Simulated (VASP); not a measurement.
# VASP inputs for CaO (strained rocksalt)

INCAR

```
NSW = 0
LCHARG = .FALSE.
NELM = 120
METAGGA = R2SCAN
IBRION = -1
ISMEAR = 0
LASPH = .TRUE.
PREC = Accurate
NBANDS = 15
LWAVE = .FALSE.
EDIFF = 1E-7
ISIF = 2
LREAL = .FALSE.
SIGMA = 0.01
ENCUT = 520
ALGO = Normal
```

KPOINTS

```
KPOINTS created by Atomic Simulation Environment
0
Gamma
10 10 10
0 0 0
```

KPOINTS_OPT

```
special points
7
Reciprocal
0.0000000000 0.0000000000 0.0000000000 1
0.5000000000 0.0000000000 0.5000000000 1
0.6250000000 0.2500000000 0.6250000000 1
0.3750000000 0.3750000000 0.7500000000 1
0.5000000000 0.5000000000 0.5000000000 1
0.5000000000 0.2500000000 0.7500000000 1
0.0000000000 0.5000000000 0.5000000000 1
```

POSCAR

```
Ca O
 1.0000000000000000
     0.0000000000000000    2.2776726047000002    2.2776726047000002
     2.2776726047000002    0.0000000000000000    2.2776726047000002
     2.2776726047000002    2.2776726047000002    0.0000000000000000
 Ca  O
   1   1
Cartesian
  0.0000000000000000  0.0000000000000000  0.0000000000000000
  2.2776726047000002  2.2776726047000002  2.2776726047000002
```

VASP ran with the recommended PBE PAW datasets (16 valence electrons in the cell).

Problem. What does this run give?

Solution. gap between bands v and c 4.07 eV; least direct gap 4.38 eV; pressure 27.1 GPa.

Band v is the last that the valence electrons fill when counted band by band, and c is the next. Levels in eV from the top of v:

```csv
point,v−1,v,c,c+1
Γ,0.00,0.00,6.92,7.21
X,-0.31,-0.31,4.07,10.05
K,-1.11,-0.92,5.95,9.55
L,-1.57,-1.57,8.48,9.95
W,-0.99,-0.99,7.42,7.42
```
